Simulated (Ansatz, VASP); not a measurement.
**Mg in VASP and in Ansatz**

```
Mg
1.0
    -1.78044    1.78044    1.78044
     1.78044   -1.78044    1.78044
     1.78044    1.78044   -1.78044
Mg
1
Cartesian
  0.0000 0.0000 0.0000
```

Alike in both runs: task relaxation of cell and atoms; functional PBEsol; k mesh 16 × 16 × 16; occupations gaussian, width 0.1 eV; no spin polarisation.

|  | VASP | Ansatz |
| --- | --- | --- |
| version | VASP 6.6.1 | Ansatz 0.2.0 |
| potentials or method | VASP PAW PBE potentials, release 64 (Mg) | scalar-relativistic, plane waves, PAW |
| plane-wave cutoff (eV) | 600 | 420 |
| valence electrons in the cell | 2 | 10 |

|  | VASP | Ansatz | Ansatz less VASP |
| --- | --- | --- | --- |
| gap on the k mesh at the Fermi level, each at its own relaxed structure (eV) | none | none | - |
| relaxed volume (Å³/atom) | 22.49 | 22.52 | +0.024 |
| relaxed cell length with the largest relative difference (Å) | 3.080 | 3.081 | +0.0011 |

A gap of «none» marks a metal or a gap that the smearing closes. The two sets of potentials don't hold the same shells in valence.

Caveats: the PAW data sets were made with another functional, which shifts forces and pressure a little (VASP).
